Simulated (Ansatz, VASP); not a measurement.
**SiO2: VASP beside Ansatz**

```
Si O
1.0
     4.24842    0.00000    0.00000
     0.00000    4.24842    0.00000
     0.00000    0.00000    2.71676
Si O
2 4
Cartesian
  0.0000 0.0000 0.0000
  2.1242 2.1242 1.3584
  1.3056 1.3056 0.0000
  0.8186 3.4298 1.3584
  2.9428 2.9428 0.0000
  3.4298 0.8186 1.3584
```

Change from the starting cell: volume scaled by 1.06, ions relaxed.

Alike in both runs: functional PBE; k mesh 7 × 7 × 11; occupations fermi-dirac, width 0.02 eV; no spin polarisation.

Ansatz relaxed the structure, and its values are those at the end. VASP's run is a single point on that final structure, the one shown.

```csv
,VASP,Ansatz
version,VASP 6.6.1,Ansatz 0.2.0
potentials or method,"VASP PAW PBE potentials, release 64 (Si, O)","plane-wave PAW, scalar-relativistic"
plane-wave cutoff (eV),520,420
valence electrons in the cell,32,32
```

VASP gave:

```
gap on the k mesh at the Fermi level (eV) : 4.74
pressure (GPa)                            : -4.5
rms of the force components (eV/Å)        : 0.010
```

Problem. Estimate Ansatz's values.

Solution. gap on the k mesh at the Fermi level (eV): 4.76; pressure (GPa): -4.6; rms of the force components (eV/Å): 0.002.

With one functional, cell and mesh, what is left measures potentials, basis and numerics. Ansatz warned: «stress_scf_threshold_loose».

Caveats: an odd mesh through Γ misses points on the zone boundary, where band edges often lie.
